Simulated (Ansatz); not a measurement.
This was printed by a script on the Ansatz DFT code, driven from Python, for a test of the smearing width of Si, space group I4_1/amd. What did the script look like? Level of theory (first run): PBEsol, PAW, cutoff 463 eV, 14×14×14 k-points, Gaussian smearing of 0.5 eV. The script varies width (eV): 0.5, 0.3, 0.2, 0.1.

Contents of `POSCAR_si`:
```text
Si
1.0
  -2.37137230    2.37137230    1.32926539
   2.37137230   -2.37137230    1.32926539
   2.37137230    2.37137230   -1.32926539
Si
2
Direct
   0.25000000    0.75000000    0.50000000
   0.50000000    0.50000000    0.00000000
```

```console
$ python smear_si.py
  width (eV)   F/atom (eV)    iterations      k-points
         0.5    -621.32797             6           244
         0.3    -621.31388             6           244
         0.2    -621.30924             6           244
         0.1    -621.30637             6           244
0.5: -21.61 meV/atom
0.3: -7.51 meV/atom
0.2: -2.88 meV/atom
```

The script that was run (others could print the same):

`smear_si.py`:
```python
"""Smearing width test for Si."""

import ansatz as az
from ase.io import read

atoms = read("POSCAR_si", format="vasp")
crystal = az.Crystal.from_ase(atoms)

base = (
    crystal.calculation()
    .functional(az.Functional.PBESOL)
    .basis(34 * az.Ry)
    .kpoints(14, center="gamma")
)

rows = []
for value in [0.5, 0.3, 0.2, 0.1]:
    data = base.occupations("gaussian", width=value).run(threads=1, pin="off").report
    rows.append((value, data["free_energy_ev"] / len(data["lattice"]["sites"]), data["n_iterations"], data["n_kpoints"]))

print("  width (eV)   F/atom (eV)    iterations      k-points")
for row in rows:
    print(f"{str(row[0]):>12s}  {row[1]:12.5f}  {row[2]:12d}  {row[3]:12d}")

# differences from the last row
for row in rows[:-1]:
    shift = 1000 * (row[1] - rows[-1][1])
    print(f"{row[0]}: {shift:+.2f} meV/atom" + ("  (within 2 meV)" if abs(shift) < 2 else ""))
```

Going from 0.1 to 0.5 eV changes F by -21.6 meV an atom. With this scheme F falls roughly as the square of the width; the report's estimate for zero width (energy_sigma0_ev) moves by only -0.9 meV.

What to keep in mind:
- The free energy holds a sizeable smearing term, which stands for no physical temperature.
- The narrowest width needs the finest mesh, so the last row is no converged reference.
- This isn't the structure that Si takes at ambient conditions.
- It ran for 17 s on 1 thread of Intel(R) Xeon(R) Processor @ 2.30GHz, with other jobs on the host, peak memory 0.57 GiB.
